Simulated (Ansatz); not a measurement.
# CdTe (rocksalt type): the cost of one run

Method: DFT r²SCAN, with the methods named in each step, in Ansatz 0.2.0.

### 1 Starting point

Symmetry: Fm-3m, No. 225, cubic system. The conventional cell has a = 5.796 Å, b = 5.796 Å, c = 5.796 Å, α = 90.00°, β = 90.00°, γ = 90.00°. Around Cd (site symmetry m-3m) lie 6 Te at 2.90 Å. Te (site symmetry m-3m) has 6 Cd at 2.90 Å as nearest neighbours.

Coordinates:

```
Cd Te
1.0
     0.00000    2.89816    2.89816
     2.89816    0.00000    2.89816
     2.89816    2.89816    0.00000
Cd Te
1 1
Direct
  0.00000 0.00000 0.00000
  0.50000 0.50000 0.50000
```

Whether this phase is the stable one at these pressures isn't tested.

Atoms are numbered in the order of the input: Cd1, Te2.

### 2 Cell relaxed at zero pressure, PAW

Input file input.yaml:

```yaml
crystal:
  lattice:
    - [0.0, 2.8981565878, 2.8981565878]
    - [2.8981565878, 0.0, 2.8981565878]
    - [2.8981565878, 2.8981565878, 0.0]
  atoms:
    - { symbol: Cd, position: [0.0, 0.0, 0.0] }
    - { symbol: Te, position: [0.5, 0.5, 0.5] }
kpoints:
  mp_grid: { grid: [13, 13, 13] }
scf:
  occupations: { method: fermi_dirac, width: 0.05 }
hamiltonian:
  xc: r2scan
  pseudopotentials: { kind: paw }
output:
  forces: true
  stress: true
relax:
  f_tol: 0.005
  max_steps: 40
  cell: {}
```

On the command line:

```
ansatz run input.yaml --threads 1 --pin off --max-ram 2048MiB --backend cpu --events-out ev --progress --plain --runs-dir out
```

**Question.** How long does this run take on 1 thread of Intel Xeon Platinum 8488C (Sapphire Rapids), shared host, and how much memory does it need?

About 40 s, with a peak of 0.61 GiB.
